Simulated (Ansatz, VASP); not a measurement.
## AlN: VASP beside Ansatz

```xyz
2
Lattice="0.0000 1.8617 1.8617 1.8617 0.0000 1.8617 1.8617 1.8617 0.0000" Properties=species:S:1:pos:R:3 pbc="T T T"
Al    0.0000    0.0000    0.0000
N     1.8617    1.8617    1.8617
```

Change from the starting cell: volume scaled by 0.8, PAW files, source ansatz.

Alike in both runs: task single point; functional LDA; k mesh 15 × 15 × 15; occupations fermi-dirac, width 0.1 eV; no spin polarisation.

|  | VASP | Ansatz |
| --- | --- | --- |
| version | VASP 6.6.1 | Ansatz 0.2.0 |
| potentials or method | VASP PAW LDA potentials, release 64 (Al, N) | PAW with other files of Ansatz's library (source ansatz), scalar-relativistic |
| plane-wave cutoff (eV) | 520 | 900 |
| valence electrons in the cell | 8 | 16 |

|  | VASP | Ansatz | Ansatz less VASP |
| --- | --- | --- | --- |
| gap on the k mesh at the Fermi level (eV) | 4.65 | 4.69 | +0.039 |
| pressure (GPa) | 97.5 | 95.5 | -2.06 |

The two sets of potentials don't hold the same shells in valence.

Caveats: the cell as given lies far from equilibrium; so large a pressure means that the cell lies far from this level's equilibrium, or that cutoff or potentials fall short (VASP); an odd mesh through Γ misses points on the zone boundary, where band edges often lie.
